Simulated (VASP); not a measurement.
# Te2Pt in VASP: notebook

The runs below take Te2Pt through single point, with PBE.

Program: VASP 6.6.1. These are calculated values, not measurements. Logs are shortened: lines on timing, memory, paths and dates and some standing lists are left out, and cuts for length are marked.

**1. The slab as given**

The cell holds a slab with vacuum, 3 atoms: a = 4.010 Å, b = 4.010 Å, c = 14.601 Å, α = 90.00°, β = 90.00°, γ = 120.00°.

**2. Single point, PBE**

Contents of INCAR:

```
PREC     = Accurate       # precision mode
ENCUT    = 520            # plane-wave cutoff, eV
EDIFF    = 1E-7           # SCF threshold, eV
ISMEAR   = 0              # smearing method
SIGMA    = 0.05           # smearing width, eV
LREAL    = False          # projectors in reciprocal space
LASPH    = True           # aspherical terms in the spheres
NELM     = 120            # most SCF steps
ALGO     = Normal         # electronic algorithm
ISIF     = 2              # what is computed and relaxed
LWAVE    = False          # write WAVECAR
LCHARG   = False          # write CHGCAR
LDIPOL   = True         
IDIPOL   = 3            
DIPOL    = 0.5 0.5 0.500
GGA      = PE             # functional
NBANDS   = 22             # bands
LVHAR    = True         
LVACPOTAV= True
```

Contents of KPOINTS:

```
Automatic mesh
0
Gamma
  7 7 1
```

Contents of POSCAR:

```
Te2Pt
1.0
    4.0100000000      0.0000000000      0.0000000000
   -2.0050000000      3.4727618700      0.0000000000
    0.0000000000      0.0000000000     14.6005000000
Te Pt
2 1
Direct
    0.6666666667      0.3333333333      0.4109448307
    0.3333333333      0.6666666667      0.5890551693
    0.0000000000      0.0000000000      0.5000000000
```

Potentials or basis: VASP PAW PBE potentials, release 64 (Te, Pt).

Command:

```
cat potpaw_PBE.64/Te/POTCAR potpaw_PBE.64/Pt/POTCAR > POTCAR
mpirun -np 1 vasp_std > vasp.out
```

OUTCAR:

```text
PREC = Accurate
   ENCUT = 520
   EDIFF = 1E-7
   ISMEAR = 0
   LREAL = False
   LASPH = True
   NELM = 120
   ISIF = 2
   GGA = PE

 Found      8 irreducible k-points:

 Following reciprocal coordinates:
            Coordinates               Weight
  0.000000  0.000000  0.000000      1.000000
  0.142857  0.000000  0.000000      6.000000
  0.285714  0.000000  0.000000      6.000000
  0.428571  0.000000  0.000000      6.000000
  0.142857  0.142857  0.000000      6.000000
  0.285714  0.142857  0.000000     12.000000
   k-points           NKPTS =      8   k-points in BZ     NKDIM =      8   number of bands    NBANDS=     22
   number of dos      NEDOS =    301   number of ions     NIONS =      3
   total plane-waves  NPLWV = 100800
   dimension x,y,z NGX =    30 NGY =   30 NGZ =  112
   dimension x,y,z NGXF=    60 NGYF=   60 NGZF=  224
   ions per type =               2   1
   NGX,Y,Z   is equivalent  to a cutoff of  12.44, 12.44, 12.75 a.u.
   NGXF,Y,Z  is equivalent  to a cutoff of  24.87, 24.87, 25.51 a.u.
 SYSTEM =  unknown system
   PREC   = accura    normal or accurate (medium, high low for compatibility)
   ISTART =      0    job   : 0-new  1-cont  2-samecut
   ICHARG =      2    charge: 1-file 2-atom 10-const
   ISPIN  =      1    spin polarized calculation?
   LNONCOLLINEAR =      F non collinear calculations
   LSORBIT =      F    spin-orbit coupling
   LASPH  =      T    aspherical Exc in radial PAW
   ENCUT  =  520.0 eV  38.22 Ry    6.18 a.u.   7.46  7.46 27.15*2*pi/ulx,y,z
   NELM   =    120;   NELMIN=  2; NELMDL= -5     # of ELM steps
   EDIFF  = 0.1E-06   stopping-criterion for ELM
   LREAL  =      F    real-space projection
   EDIFFG = 0.1E-05   stopping-criterion for IOM
   NSW    =      0    number of steps for IOM
   IBRION =     -1    ionic relax: 0-MD 1-quasi-New 2-CG
   NFREE  =      0    steps in history (QN), initial steepest desc. (CG)
   ISIF   =      2    stress and relaxation
   ISYM   =      2    0-nonsym 1-usesym 2-fastsym
   POTIM  = 0.5000    time-step for ionic-motion
   TEBEG  =    0.0;   TEEND  =   0.0 temperature during run
   PSTRESS=    0.0 pullay stress
   NELECT =      22.0000    total number of electrons
   NUPDOWN=      -1.0000    fix difference up-down
   EMIN   =  10.00;   EMAX   =-10.00  energy-range for DOS
   EFERMI =   0.00;   METHOD = LEGACY
   ISMEAR =     0;   SIGMA  =   0.05  broadening in eV -4-tet -1-fermi 0-gaus
   EFERMI_NEDOS =   21; number of points for ismear=-14 and -15
   IALGO  =     38    algorithm
   IMIX   =      4    mixing-type and parameters
     AMIX     =   0.40;   BMIX     =  1.00
     AMIX_MAG =   1.60;   BMIX_MAG =  1.00
  volume/ion in A,a.u.               =      67.77       457.36
  Fermi-wavevector in a.u.,A,eV,Ry     =   0.780106  1.474186  8.280025  0.608565
  Thomas-Fermi vector in A             =   1.883348
   LORBIT       =      0    0 simple, 1 ext, 2 COOP (PROOUT), +10 PAW based schemes
   GGA     = PE    functional components
   LHFCALC =     F    Hartree Fock is set to
   AEXX    =    0.0000 exact exchange contribution
   IVDW    =     0    specifies the selected vdW correction
   LEPSILON=     F    determine dielectric tensor
   LRPA    =     F    only Hartree local field effects (RPA)
 non-spin polarized calculation
 Gauss-broadening in eV      SIGMA  =   0.05
  energy-cutoff  :      520.00
  volume of cell :      203.32
 maximum number of plane-waves:      5521
 NGX is ok and might be reduce to    30
   NGX = 15   NGY = 15   NGZ = 55

 dipolmoment           0.000000      0.000000      0.000000 electrons x Angstroem

 number of electron      21.9999997 magnetization

 dipolmoment           0.000000      0.000000     -0.000000 electrons x Angstroem

 Free energy of the ion-electron system (eV)
  ---------------------------------------------------
  ext. energy  EPLUGINS =         0.00000000
  ---------------------------------------------------
  free energy    TOTEN  =       -13.39183788 eV

  energy without entropy =      -13.39183788  energy(sigma->0) =      -13.39183788

 E-fermi :   0.1146     XC(G=0):  -4.6932

 val. band max:       -0.1058134815   @ k =   0.1429   0.1429   0.0000
 cond. band min:       0.9334561344   @ k =   0.2857   0.0000   0.0000
 fundamental gap:      1.0392696159
 Fermi energy:         0.1145716044

 k-point     1 :       0.0000    0.0000    0.0000
  band No.  band energies     occupation
      1     -13.3414      2.00000
      2     -10.8892      2.00000
      3      -5.6094      2.00000
      4      -5.6094      2.00000
      5      -5.2703      2.00000
      6      -3.6329      2.00000
      7      -3.6329      2.00000
      8      -1.8695      2.00000
      9      -0.6420      2.00000
     10      -0.1917      2.00000
     11      -0.1917      2.00000
     12       2.3865      0.00000
     13       2.3865      0.00000
     14       3.7396      0.00000
     15       3.8121      0.00000
     16       4.9590      0.00000
     17       5.1062      0.00000
     18       6.0153      0.00000
     19       6.0153      0.00000
     20       6.7654      0.00000
     21       7.9482      0.00000
     22       9.0525      0.00000

 k-point     2 :       0.1429    0.0000    0.0000
  band No.  band energies     occupation
      1     -13.1128      2.00000
      2     -10.9200      2.00000
      3      -5.6161      2.00000
      4      -5.4866      2.00000
      5      -5.0969      2.00000
      6      -3.8381      2.00000
      7      -3.7353      2.00000
      8      -2.3437      2.00000
      9      -0.7878      2.00000
     10      -0.4453      2.00000
     11      -0.2725      2.00000
     12       1.2043      0.00000
     13       2.1395      0.00000
     14       4.1810      0.00000
     15       4.4010      0.00000
     16       4.7541      0.00000
     17       5.6261      0.00000
     18       6.1457      0.00000
     19       6.8564      0.00000
     20       7.3344      0.00000
     21       7.7874      0.00000
     22       8.7279      0.00000

 k-point     3 :       0.2857    0.0000    0.0000
  band No.  band energies     occupation
      1     -12.4913      2.00000
      2     -11.0200      2.00000
      3      -5.6361      2.00000
      4      -5.2143      2.00000
      5      -4.9045      2.00000
      6      -4.3488      2.00000
      7      -3.8215      2.00000
      8      -2.9774      2.00000
      9      -1.7275      2.00000
     10      -1.2866      2.00000
     11      -0.5416      2.00000
     12       0.9335      0.00000
     13       2.0825      0.00000
     14       3.5825      0.00000
     15       4.9656      0.00000
     16       5.1648      0.00000
     17       6.0075      0.00000
     18       7.0380      0.00000
     19       7.4854      0.00000
     20       7.9757      0.00000
     21       8.2115      0.00000
     22       8.6614      0.00000

 k-point     4 :       0.4286    0.0000    0.0000
  band No.  band energies     occupation
      1     -11.7282      2.00000
      2     -11.2282      2.00000
      3      -6.3968      2.00000
      4      -5.0594      2.00000
      5      -4.6288      2.00000
      6      -4.0829      2.00000
      7      -3.5108      2.00000
      8      -3.1646      2.00000
      9      -2.6301      2.00000
     10      -2.2797      2.00000
     11      -1.4259      2.00000
     12       1.6341      0.00000
     13       2.1974      0.00000
     14       3.1859      0.00000
     15       5.0757      0.00000
     16       5.7826      0.00000
     17       6.2392      0.00000
     18       7.0616      0.00000
     19       7.5674      0.00000
     20       7.8122      0.00000
     21       8.1857      0.00000
     22       8.6712      0.00000

 k-point     5 :       0.1429    0.1429    0.0000
  band No.  band energies     occupation
      1     -12.6861      2.00000
      2     -10.9831      2.00000
      3      -5.5503      2.00000
      4      -5.3132      2.00000
      5      -4.8802      2.00000
      6      -4.1319      2.00000
      7      -4.0002      2.00000
      8      -2.9536      2.00000
      9      -1.3308      2.00000
     10      -1.2177      2.00000
     11      -0.1058      2.00000
     12       1.1409      0.00000
     13       1.2964      0.00000
     14       4.6790      0.00000
     15       4.8414      0.00000
     16       4.9572      0.00000
     17       5.8507      0.00000
     18       6.6844      0.00000
     19       7.2096      0.00000
     20       7.4668      0.00000
     21       8.3133      0.00000
     22       8.4923      0.00000

 k-point     6 :       0.2857    0.1429    0.0000
  band No.  band energies     occupation
      1     -11.9833      2.00000
      2     -11.1099      2.00000
      3      -5.8369      2.00000
      4      -5.2624      2.00000
      5      -4.8559      2.00000
      6      -4.1507      2.00000
      7      -3.9388      2.00000
      8      -3.2602      2.00000
      9      -2.3308      2.00000
     10      -1.9319      2.00000
     11      -0.8369      2.00000
     12       1.1312      0.00000
     13       1.6724      0.00000
     14       4.0891      0.00000
     15       5.4267      0.00000
     16       5.7145      0.00000
     17       6.6439      0.00000
     18       6.8500      0.00000
     19       7.5081      0.00000
     20       8.0045      0.00000
     21       8.0703      0.00000
     22       8.3460      0.00000

 [... further k-points ...]

------------------------ aborting loop because EDIFF is reached ----------------------------------------

  FORCE on cell =-STRESS in cart. coord.  units (eV):
  Direction    XX          YY          ZZ          XY          YZ          ZX
  --------------------------------------------------------------------------------------
  -------------------------------------------------------------------------------------
  Total        2.5492850      2.5492850      2.8065534      0.0000000      0.0000000      0.0000000
  in kB       20.0882390     20.0882390     22.1155016      0.0000000      0.0000000      0.0000000
  external PRESSURE =      20.7639932 kB  Pullay stress =       0.0000000 kB

 VOLUME and BASIS-vectors are now :
 -----------------------------------------------------------------------------
  energy-cutoff  :      520.00
  volume of cell :      203.32
      direct lattice vectors                 reciprocal lattice vectors
     4.010000000  0.000000000  0.000000000     0.249376559  0.143977623  0.000000000
    -2.005000000  3.472761870  0.000000000     0.000000000  0.287955246  0.000000000
     0.000000000  0.000000000 14.600500000     0.000000000  0.000000000  0.068490805

 POSITION                                       TOTAL-FORCE (eV/Angst)
 -----------------------------------------------------------------------------------
      2.00500      1.15759      6.00000         0.000000      0.000000     -1.084894
     -0.00000      2.31517      8.60050        -0.000000      0.000000      1.084894
      0.00000      0.00000      7.30025        -0.000000      0.000000      0.000000
 -----------------------------------------------------------------------------------
    total drift:                                0.000000     -0.000000     -0.000000

  FREE ENERGIE OF THE ION-ELECTRON SYSTEM (eV)
  ---------------------------------------------------
  free  energy   TOTEN  =       -13.3918378768 eV

  energy  without entropy=      -13.3918378768  energy(sigma->0) =      -13.39183788

 vacuum level on the upper side and lower side of the slab         4.718         4.718
```

It took 55 s on 1 thread of Intel Xeon Platinum 8488C (Sapphire Rapids), shared host; peak memory 0.31 GiB.

These settings aren't checked as converged: the numbers below hold their error.

What came out:

- Free energy: -13.3918 eV
- Largest force: 1.085 eV/Å
- Band gap on the k mesh: 1.04 eV, indirect (least direct gap 1.25 eV)
- Ionisation potential of the upper face: 4.82 eV

Caveat: spin-orbit coupling is left out, which moves the levels of the heavy elements.

**3. Single point, PBE**

INCAR: that of step 2 with these lines changed.

```diff
@@ -1,3 +1,3 @@
 PREC     = Accurate       # precision mode
-ENCUT    = 520            # plane-wave cutoff, eV
+ENCUT    = 460            # plane-wave cutoff, eV
 EDIFF    = 1E-7           # SCF threshold, eV
```

Contents of KPOINTS:

```
Automatic mesh
0
Gamma
  8 8 1
```

POSCAR is that of step 2.

Potentials or basis: VASP PAW PBE potentials, release 64 (Te, Pt).

Command:

```
cat potpaw_PBE.64/Te/POTCAR potpaw_PBE.64/Pt/POTCAR > POTCAR
mpirun -np 1 vasp_std > vasp.out
```

Wall time 52 s (1 thread of Intel Xeon Platinum 8488C (Sapphire Rapids), shared host); peak memory 0.29 GiB.

These settings aren't checked as converged: the numbers below hold their error.

What came out:

```
Free energy                            : -13.3888 eV
Largest force                          : 1.097 eV/Å
Band gap on the k mesh                 : 0.84 eV, indirect (least direct gap 1.06 eV)
Ionisation potential of the upper face : 4.79 eV
```

Caveat: spin-orbit coupling is left out, which moves the levels of the heavy elements.

**4. Single point, PBE**

INCAR: that of step 3 with these lines changed.

```diff
@@ -1,3 +1,3 @@
 PREC     = Accurate       # precision mode
-ENCUT    = 460            # plane-wave cutoff, eV
+ENCUT    = 650            # plane-wave cutoff, eV
 EDIFF    = 1E-7           # SCF threshold, eV
```

Contents of KPOINTS:

```
Automatic mesh
0
Gamma
  7 7 1
```

POSCAR is that of step 3.

Potentials or basis: VASP PAW PBE potentials, release 64 (Te, Pt).

Command:

```
cat potpaw_PBE.64/Te/POTCAR potpaw_PBE.64/Pt/POTCAR > POTCAR
mpirun -np 1 vasp_std > vasp.out
```

OUTCAR:

```text
PREC = Accurate
   ENCUT = 650
   EDIFF = 1E-7
   ISMEAR = 0
   LREAL = False
   LASPH = True
   NELM = 120
   ISIF = 2
   GGA = PE

 Found      8 irreducible k-points:

 Following reciprocal coordinates:
            Coordinates               Weight
  0.000000  0.000000  0.000000      1.000000
  0.142857  0.000000  0.000000      6.000000
  0.285714  0.000000  0.000000      6.000000
  0.428571  0.000000  0.000000      6.000000
  0.142857  0.142857  0.000000      6.000000
  0.285714  0.142857  0.000000     12.000000
   k-points           NKPTS =      8   k-points in BZ     NKDIM =      8   number of bands    NBANDS=     22
[... 233 lines left out ...]
  -------------------------------------------------------------------------------------
  Total        2.5608335      2.5608335      2.8182383      0.0000000      0.0000000      0.0000000
  in kB       20.1792405     20.1792405     22.2075773      0.0000000      0.0000000      0.0000000
  external PRESSURE =      20.8553527 kB  Pullay stress =       0.0000000 kB

 VOLUME and BASIS-vectors are now :
 -----------------------------------------------------------------------------
  energy-cutoff  :      650.00
  volume of cell :      203.32
      direct lattice vectors                 reciprocal lattice vectors
     4.010000000  0.000000000  0.000000000     0.249376559  0.143977623  0.000000000
    -2.005000000  3.472761870  0.000000000     0.000000000  0.287955246  0.000000000
     0.000000000  0.000000000 14.600500000     0.000000000  0.000000000  0.068490805

 POSITION                                       TOTAL-FORCE (eV/Angst)
 -----------------------------------------------------------------------------------
      2.00500      1.15759      6.00000         0.000000     -0.000000     -1.084232
     -0.00000      2.31517      8.60050        -0.000000      0.000000      1.084232
      0.00000      0.00000      7.30025         0.000000      0.000000      0.000000
 -----------------------------------------------------------------------------------
    total drift:                               -0.000000      0.000000      0.000000

  FREE ENERGIE OF THE ION-ELECTRON SYSTEM (eV)
  ---------------------------------------------------
  free  energy   TOTEN  =       -13.3919860097 eV

  energy  without entropy=      -13.3919860097  energy(sigma->0) =      -13.39198601

 vacuum level on the upper side and lower side of the slab         4.718         4.718
```

OSZICAR:

```text
N       E                     dE             d eps       ncg     rms          rms(c)
DAV:   1     0.139622735894E+03    0.13962E+03   -0.85835E+03   352   0.907E+02
DAV:   2    -0.323309677929E+01   -0.14286E+03   -0.13198E+03   468   0.150E+02
DAV:   3    -0.136375978581E+02   -0.10405E+02   -0.10326E+02   436   0.449E+01
[... 14 lines left out ...]
DAV:  18    -0.133919843673E+02   -0.34676E-05   -0.23895E-07   362   0.270E-03    0.223E-03
DAV:  19    -0.133919855339E+02   -0.11666E-05   -0.54803E-08   338   0.139E-03    0.123E-03
DAV:  20    -0.133919858703E+02   -0.33635E-06   -0.50846E-08   314   0.142E-03    0.574E-04
DAV:  21    -0.133919860104E+02   -0.14013E-06   -0.10155E-08   332   0.364E-04    0.512E-04
DAV:  22    -0.133919860097E+02    0.68258E-09   -0.49664E-10   332   0.121E-04
   1 F= -.13391986E+02 E0= -.13391986E+02  d E =-.197030E-10
```

It took 73 s on 1 thread of Intel Xeon Platinum 8488C (Sapphire Rapids), shared host; peak memory 0.39 GiB.

The run converged, but some of its settings lie outside the range that counts as converged, so its numbers aren't taken as properties of the slab.

What came out:

| Item | Value |
| --- | --- |
| Free energy | -13.3920 eV |
| Largest force | 1.084 eV/Å |
| Band gap on the k mesh | 1.04 eV, indirect (least direct gap 1.25 eV) |
| Ionisation potential of the upper face | 4.82 eV |

Caveat: spin-orbit coupling is left out, which moves the levels of the heavy elements.
